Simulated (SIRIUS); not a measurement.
# ZnSe (Stilleite) (F-43m) in SIRIUS: notebook, part 2 of 8

SIRIUS 7.12.0.

## 3. Equation of state, PBEsol, 21.39 Å³/atom (volume scaled by 0.94)

Input file sirius.json:

```json
{
  "control": {
    "processing_unit": "cpu",
    "std_evp_solver_name": "lapack",
    "gen_evp_solver_name": "lapack",
    "verbosity": 2,
    "print_forces": false,
    "ortho_rf": true,
    "use_second_variation": true,
    "rmt_max": 3.0,
    "num_bands_to_print": 24,
    "save_wf": true
  },
  "parameters": {
    "electronic_structure_method": "full_potential_lapwlo",
    "xc_functionals": ["XC_GGA_X_PBE_SOL", "XC_GGA_C_PBE_SOL"],
    "core_relativity": "dirac",
    "valence_relativity": "iora",
    "num_fv_states": 29,
    "smearing": "fermi_dirac",
    "smearing_width": 0.0018374661,
    "pw_cutoff": 20,
    "gk_cutoff": 3.77,
    "lmax_apw": 10,
    "lmax_rho": 8,
    "lmax_pot": 8,
    "num_mag_dims": 0,
    "auto_rmt": 0,
    "ngridk": [8, 8, 8],
    "shiftk": [0, 0, 0],
    "num_dft_iter": 80,
    "energy_tol": 1e-07,
    "density_tol": 1e-05,
    "use_symmetry": true
  },
  "settings": {"tol_ne": 1e-10},
  "iterative_solver": {"type": "exact"},
  "mixer": {"type": "anderson", "beta": 0.5, "max_history": 8},
  "unit_cell": {
    "lattice_vectors": [[0.0, 5.2457873425, 5.2457873425], [5.2457873425, 0.0, 5.2457873425], [5.2457873425, 5.2457873425, 0.0]],
    "atom_types": ["Se", "Zn"],
    "atom_files": {"Se": "Se.json", "Zn": "Zn.json"},
    "atoms": {"Se": [[0.75, 0.75, 0.75]], "Zn": [[0.0, 0.0, 0.0]]}
  }
}
```

Input file Se.json:

```json
{
  "name": "selenium",
  "symbol": "Se",
  "number": 34,
  "mass": 78.96,
  "rmin": 1e-06,
  "rmt": 2.23,
  "nrmt": 800,
  "rinf": 13.6,
  "core": "1s2s2p",
  "valence": [
    {"basis": [{"enu": -0.04, "dme": 0, "n": 0, "auto": 0}, {"enu": -0.04, "dme": 1, "n": 0, "auto": 0}]},
    {"l": 0, "n": 1, "basis": [{"enu": -0.0883, "dme": 0, "n": 0, "auto": 0}]},
    {"l": 1, "n": 2, "basis": [{"enu": 0.06, "dme": 0, "n": 0, "auto": 0}]},
    {"l": 2, "n": 3, "basis": [{"enu": 0.06, "dme": 0, "n": 0, "auto": 0}]},
    {"l": 3, "n": 4, "basis": [{"enu": 0.06, "dme": 0, "n": 0, "auto": 0}]}
  ],
  "lo": [
    {
      "l": 0,
      "basis": [{"enu": -0.0883, "dme": 0, "n": 0, "auto": 0}, {"enu": -0.0883, "dme": 1, "n": 0, "auto": 0}]
    },
    {
      "l": 0,
      "basis": [{"enu": -0.0883, "dme": 1, "n": 0, "auto": 0}, {"enu": -0.0883, "dme": 2, "n": 0, "auto": 0}]
    },
    {
      "l": 0,
      "basis": [{"enu": -7.4918, "dme": 0, "n": 3, "auto": 1}, {"enu": -7.4918, "dme": 1, "n": 3, "auto": 1}]
    },
    {
      "l": 0,
      "basis": [{"enu": -0.0883, "dme": 0, "n": 0, "auto": 0}, {"enu": 2.3247, "dme": 0, "n": 0, "auto": 0}]
    },
    {"l": 1, "basis": [{"enu": 0.06, "dme": 0, "n": 0, "auto": 0}, {"enu": 0.06, "dme": 1, "n": 0, "auto": 0}]},
    {
      "l": 1,
      "basis": [{"enu": -5.3006, "dme": 0, "n": 3, "auto": 1}, {"enu": -5.3006, "dme": 1, "n": 3, "auto": 1}]
    },
    {
      "l": 1,
      "basis": [{"enu": -5.3006, "dme": 1, "n": 3, "auto": 1}, {"enu": 0.06, "dme": 0, "n": 0, "auto": 0}]
    },
    {"l": 1, "basis": [{"enu": 0.06, "dme": 0, "n": 0, "auto": 0}, {"enu": 3.7601, "dme": 0, "n": 0, "auto": 0}]},
    {"l": 2, "basis": [{"enu": 0.06, "dme": 0, "n": 0, "auto": 0}, {"enu": 0.06, "dme": 1, "n": 0, "auto": 0}]},
    {
      "l": 2,
      "basis": [{"enu": -1.6595, "dme": 0, "n": 3, "auto": 1}, {"enu": -1.6595, "dme": 1, "n": 3, "auto": 1}]
    },
    {
      "l": 2,
      "basis": [{"enu": -1.6595, "dme": 1, "n": 3, "auto": 1}, {"enu": 0.06, "dme": 0, "n": 0, "auto": 0}]
    },
    {"l": 2, "basis": [{"enu": 0.06, "dme": 0, "n": 0, "auto": 0}, {"enu": 4.2427, "dme": 0, "n": 0, "auto": 0}]},
    {"l": 3, "basis": [{"enu": 0.06, "dme": 0, "n": 0, "auto": 0}, {"enu": 0.06, "dme": 1, "n": 0, "auto": 0}]},
    {"l": 3, "basis": [{"enu": 0.06, "dme": 0, "n": 0, "auto": 0}, {"enu": 3.559, "dme": 0, "n": 0, "auto": 0}]}
  ],
  "free_atom": [... radial grid and density of the free atom, the start of the SCF ...]
}
```

Input file Zn.json:

```json
{
  "name": "zinc",
  "symbol": "Zn",
  "number": 30,
  "mass": 65.38,
  "rmin": 1e-06,
  "rmt": 2.23,
  "nrmt": 800,
  "rinf": 14.28,
  "core": "1s2s2p",
  "valence": [
    {"basis": [{"enu": -0.04, "dme": 0, "n": 0, "auto": 0}, {"enu": -0.04, "dme": 1, "n": 0, "auto": 0}]},
    {"l": 0, "n": 1, "basis": [{"enu": 0.06, "dme": 0, "n": 0, "auto": 0}]},
    {"l": 1, "n": 2, "basis": [{"enu": 0.06, "dme": 0, "n": 0, "auto": 0}]},
    {"l": 2, "n": 3, "basis": [{"enu": 0.032, "dme": 0, "n": 0, "auto": 0}]},
    {"l": 3, "n": 4, "basis": [{"enu": 0.06, "dme": 0, "n": 0, "auto": 0}]}
  ],
  "lo": [
    {"l": 0, "basis": [{"enu": 0.06, "dme": 0, "n": 0, "auto": 0}, {"enu": 0.06, "dme": 1, "n": 0, "auto": 0}]},
    {
      "l": 0,
      "basis": [{"enu": -4.4269, "dme": 0, "n": 3, "auto": 1}, {"enu": -4.4269, "dme": 1, "n": 3, "auto": 1}]
    },
    {
      "l": 0,
      "basis": [{"enu": -4.4269, "dme": 1, "n": 3, "auto": 1}, {"enu": 0.06, "dme": 0, "n": 0, "auto": 0}]
    },
    {"l": 0, "basis": [{"enu": 0.06, "dme": 0, "n": 0, "auto": 0}, {"enu": 3.2774, "dme": 0, "n": 0, "auto": 0}]},
    {"l": 1, "basis": [{"enu": 0.06, "dme": 0, "n": 0, "auto": 0}, {"enu": 0.06, "dme": 1, "n": 0, "auto": 0}]},
    {
      "l": 1,
      "basis": [{"enu": -2.7679, "dme": 0, "n": 3, "auto": 1}, {"enu": -2.7679, "dme": 1, "n": 3, "auto": 1}]
    },
    {
      "l": 1,
      "basis": [{"enu": -2.7679, "dme": 1, "n": 3, "auto": 1}, {"enu": 0.06, "dme": 0, "n": 0, "auto": 0}]
    },
    {"l": 1, "basis": [{"enu": 0.06, "dme": 0, "n": 0, "auto": 0}, {"enu": 3.7601, "dme": 0, "n": 0, "auto": 0}]},
    {"l": 2, "basis": [{"enu": 0.032, "dme": 0, "n": 0, "auto": 0}, {"enu": 0.032, "dme": 1, "n": 0, "auto": 0}]},
    {"l": 2, "basis": [{"enu": 0.032, "dme": 1, "n": 0, "auto": 0}, {"enu": 0.032, "dme": 2, "n": 0, "auto": 0}]},
    {"l": 2, "basis": [{"enu": 0.032, "dme": 0, "n": 0, "auto": 0}, {"enu": 3.169, "dme": 0, "n": 0, "auto": 0}]},
    {"l": 3, "basis": [{"enu": 0.06, "dme": 0, "n": 0, "auto": 0}, {"enu": 0.06, "dme": 1, "n": 0, "auto": 0}]},
    {"l": 3, "basis": [{"enu": 0.06, "dme": 0, "n": 0, "auto": 0}, {"enu": 3.559, "dme": 0, "n": 0, "auto": 0}]}
  ],
  "free_atom": [... radial grid and density of the free atom, the start of the SCF ...]
}
```

Input file sirius_start.json:

```json
{
  "control": {
    "processing_unit": "cpu",
    "std_evp_solver_name": "lapack",
    "gen_evp_solver_name": "lapack",
    "verbosity": 1,
    "print_forces": false,
    "ortho_rf": true,
    "use_second_variation": true,
    "rmt_max": 3.0,
    "num_bands_to_print": 24,
    "save_wf": false
  },
  "parameters": {
    "electronic_structure_method": "full_potential_lapwlo",
    "xc_functionals": ["XC_LDA_X", "XC_LDA_C_PW"],
    "core_relativity": "dirac",
    "valence_relativity": "iora",
    "num_fv_states": 29,
    "smearing": "fermi_dirac",
    "smearing_width": 0.0055123983,
    "pw_cutoff": 20,
    "gk_cutoff": 3.01,
    "lmax_apw": 10,
    "lmax_rho": 8,
    "lmax_pot": 8,
    "num_mag_dims": 0,
    "auto_rmt": 0,
    "ngridk": [3, 3, 3],
    "shiftk": [0, 0, 0],
    "num_dft_iter": 30,
    "energy_tol": 0.01,
    "density_tol": 0.05,
    "use_symmetry": true
  },
  "settings": {"tol_ne": 1e-10},
  "iterative_solver": {"type": "exact"},
  "mixer": {"type": "anderson", "beta": 0.5, "max_history": 8},
  "unit_cell": {
    "lattice_vectors": [[0.0, 5.2457873425, 5.2457873425], [5.2457873425, 0.0, 5.2457873425], [5.2457873425, 5.2457873425, 0.0]],
    "atom_types": ["Se", "Zn"],
    "atom_files": {"Se": "Se.json", "Zn": "Zn.json"},
    "atoms": {"Se": [[0.75, 0.75, 0.75]], "Zn": [[0.0, 0.0, 0.0]]}
  }
}
```

Potentials or basis: all-electron FP-LAPW, apw+lo standard.

Command:

```console
OMP_NUM_THREADS=1 sirius.scf --input=sirius_start.json --output=start.json
OMP_NUM_THREADS=1 sirius.scf --input=sirius.json --output=output.json --task=1
```

Wall time 56 s (1 thread of Arm Neoverse V1, shared host); peak memory 0.45 GiB.

The run converged. Its results:

```
Free energy                                       : -114922.7275 eV
Band gap on the k mesh                            : 1.41 eV, direct
All electrons inside the program's atomic spheres : Se 32.09; Zn 28.66 (radii Se 2.23, Zn 2.23 bohr)
```

## 4. Equation of state, PBEsol, 21.85 Å³/atom (volume scaled by 0.96)

sirius.json, as its differences from that of step 3:

```diff
@@ -39,3 +39,3 @@
   "unit_cell": {
-    "lattice_vectors": [[0.0, 5.2457873425, 5.2457873425], [5.2457873425, 0.0, 5.2457873425], [5.2457873425, 5.2457873425, 0.0]],
+    "lattice_vectors": [[0.0, 5.282730724, 5.282730724], [5.282730724, 0.0, 5.282730724], [5.282730724, 5.282730724, 0.0]],
     "atom_types": ["Se", "Zn"],
```

Input file Se.json:

```json
{
  "name": "selenium",
  "symbol": "Se",
  "number": 34,
  "mass": 78.96,
  "rmin": 1e-06,
  "rmt": 2.23,
  "nrmt": 800,
  "rinf": 13.6,
  "core": "1s2s2p",
  "valence": [
    {"basis": [{"enu": -0.05, "dme": 0, "n": 0, "auto": 0}, {"enu": -0.05, "dme": 1, "n": 0, "auto": 0}]},
    {"l": 0, "n": 1, "basis": [{"enu": -0.0983, "dme": 0, "n": 0, "auto": 0}]},
    {"l": 1, "n": 2, "basis": [{"enu": 0.05, "dme": 0, "n": 0, "auto": 0}]},
    {"l": 2, "n": 3, "basis": [{"enu": 0.05, "dme": 0, "n": 0, "auto": 0}]},
    {"l": 3, "n": 4, "basis": [{"enu": 0.05, "dme": 0, "n": 0, "auto": 0}]}
  ],
  "lo": [
    {
      "l": 0,
      "basis": [{"enu": -0.0983, "dme": 0, "n": 0, "auto": 0}, {"enu": -0.0983, "dme": 1, "n": 0, "auto": 0}]
    },
    {
      "l": 0,
      "basis": [{"enu": -0.0983, "dme": 1, "n": 0, "auto": 0}, {"enu": -0.0983, "dme": 2, "n": 0, "auto": 0}]
    },
    {
      "l": 0,
      "basis": [{"enu": -7.5018, "dme": 0, "n": 3, "auto": 1}, {"enu": -7.5018, "dme": 1, "n": 3, "auto": 1}]
    },
    {
      "l": 0,
      "basis": [{"enu": -0.0983, "dme": 0, "n": 0, "auto": 0}, {"enu": 2.3147, "dme": 0, "n": 0, "auto": 0}]
    },
    {"l": 1, "basis": [{"enu": 0.05, "dme": 0, "n": 0, "auto": 0}, {"enu": 0.05, "dme": 1, "n": 0, "auto": 0}]},
    {
      "l": 1,
      "basis": [{"enu": -5.3106, "dme": 0, "n": 3, "auto": 1}, {"enu": -5.3106, "dme": 1, "n": 3, "auto": 1}]
    },
    {
      "l": 1,
      "basis": [{"enu": -5.3106, "dme": 1, "n": 3, "auto": 1}, {"enu": 0.05, "dme": 0, "n": 0, "auto": 0}]
    },
    {"l": 1, "basis": [{"enu": 0.05, "dme": 0, "n": 0, "auto": 0}, {"enu": 3.7501, "dme": 0, "n": 0, "auto": 0}]},
    {"l": 2, "basis": [{"enu": 0.05, "dme": 0, "n": 0, "auto": 0}, {"enu": 0.05, "dme": 1, "n": 0, "auto": 0}]},
    {
      "l": 2,
      "basis": [{"enu": -1.6695, "dme": 0, "n": 3, "auto": 1}, {"enu": -1.6695, "dme": 1, "n": 3, "auto": 1}]
    },
    {
      "l": 2,
      "basis": [{"enu": -1.6695, "dme": 1, "n": 3, "auto": 1}, {"enu": 0.05, "dme": 0, "n": 0, "auto": 0}]
    },
    {"l": 2, "basis": [{"enu": 0.05, "dme": 0, "n": 0, "auto": 0}, {"enu": 4.2327, "dme": 0, "n": 0, "auto": 0}]},
    {"l": 3, "basis": [{"enu": 0.05, "dme": 0, "n": 0, "auto": 0}, {"enu": 0.05, "dme": 1, "n": 0, "auto": 0}]},
    {"l": 3, "basis": [{"enu": 0.05, "dme": 0, "n": 0, "auto": 0}, {"enu": 3.549, "dme": 0, "n": 0, "auto": 0}]}
  ],
  "free_atom": [... radial grid and density of the free atom, the start of the SCF ...]
}
```

Input file Zn.json:

```json
{
  "name": "zinc",
  "symbol": "Zn",
  "number": 30,
  "mass": 65.38,
  "rmin": 1e-06,
  "rmt": 2.23,
  "nrmt": 800,
  "rinf": 14.28,
  "core": "1s2s2p",
  "valence": [
    {"basis": [{"enu": -0.05, "dme": 0, "n": 0, "auto": 0}, {"enu": -0.05, "dme": 1, "n": 0, "auto": 0}]},
    {"l": 0, "n": 1, "basis": [{"enu": 0.05, "dme": 0, "n": 0, "auto": 0}]},
    {"l": 1, "n": 2, "basis": [{"enu": 0.05, "dme": 0, "n": 0, "auto": 0}]},
    {"l": 2, "n": 3, "basis": [{"enu": 0.0219, "dme": 0, "n": 0, "auto": 0}]},
    {"l": 3, "n": 4, "basis": [{"enu": 0.05, "dme": 0, "n": 0, "auto": 0}]}
  ],
  "lo": [
    {"l": 0, "basis": [{"enu": 0.05, "dme": 0, "n": 0, "auto": 0}, {"enu": 0.05, "dme": 1, "n": 0, "auto": 0}]},
    {
      "l": 0,
      "basis": [{"enu": -4.4369, "dme": 0, "n": 3, "auto": 1}, {"enu": -4.4369, "dme": 1, "n": 3, "auto": 1}]
    },
    {
      "l": 0,
      "basis": [{"enu": -4.4369, "dme": 1, "n": 3, "auto": 1}, {"enu": 0.05, "dme": 0, "n": 0, "auto": 0}]
    },
    {"l": 0, "basis": [{"enu": 0.05, "dme": 0, "n": 0, "auto": 0}, {"enu": 3.2674, "dme": 0, "n": 0, "auto": 0}]},
    {"l": 1, "basis": [{"enu": 0.05, "dme": 0, "n": 0, "auto": 0}, {"enu": 0.05, "dme": 1, "n": 0, "auto": 0}]},
    {
      "l": 1,
      "basis": [{"enu": -2.7779, "dme": 0, "n": 3, "auto": 1}, {"enu": -2.7779, "dme": 1, "n": 3, "auto": 1}]
    },
    {
      "l": 1,
      "basis": [{"enu": -2.7779, "dme": 1, "n": 3, "auto": 1}, {"enu": 0.05, "dme": 0, "n": 0, "auto": 0}]
    },
    {"l": 1, "basis": [{"enu": 0.05, "dme": 0, "n": 0, "auto": 0}, {"enu": 3.7501, "dme": 0, "n": 0, "auto": 0}]},
    {
      "l": 2,
      "basis": [{"enu": 0.0219, "dme": 0, "n": 0, "auto": 0}, {"enu": 0.0219, "dme": 1, "n": 0, "auto": 0}]
    },
    {
      "l": 2,
      "basis": [{"enu": 0.0219, "dme": 1, "n": 0, "auto": 0}, {"enu": 0.0219, "dme": 2, "n": 0, "auto": 0}]
    },
    {
      "l": 2,
      "basis": [{"enu": 0.0219, "dme": 0, "n": 0, "auto": 0}, {"enu": 3.159, "dme": 0, "n": 0, "auto": 0}]
    },
    {"l": 3, "basis": [{"enu": 0.05, "dme": 0, "n": 0, "auto": 0}, {"enu": 0.05, "dme": 1, "n": 0, "auto": 0}]},
    {"l": 3, "basis": [{"enu": 0.05, "dme": 0, "n": 0, "auto": 0}, {"enu": 3.549, "dme": 0, "n": 0, "auto": 0}]}
  ],
  "free_atom": [... radial grid and density of the free atom, the start of the SCF ...]
}
```

sirius_start.json, as its differences from that of step 3:

```diff
@@ -39,3 +39,3 @@
   "unit_cell": {
-    "lattice_vectors": [[0.0, 5.2457873425, 5.2457873425], [5.2457873425, 0.0, 5.2457873425], [5.2457873425, 5.2457873425, 0.0]],
+    "lattice_vectors": [[0.0, 5.282730724, 5.282730724], [5.282730724, 0.0, 5.282730724], [5.282730724, 5.282730724, 0.0]],
     "atom_types": ["Se", "Zn"],
```

Command:

```console
OMP_NUM_THREADS=1 sirius.scf --input=sirius_start.json --output=start.json
OMP_NUM_THREADS=1 sirius.scf --input=sirius.json --output=output.json --task=1
```

It took 56 s on 1 thread of Arm Neoverse V1, shared host; peak memory 0.45 GiB.

It converged, with:

| Quantity | Value |
| --- | --- |
| Free energy | -114922.7404 eV |
| Band gap on the k mesh | 1.33 eV, direct |
| All electrons inside the program's atomic spheres | Se 32.08; Zn 28.63 (radii Se 2.23, Zn 2.23 bohr) |

(Part 2 of 8 ends here.)
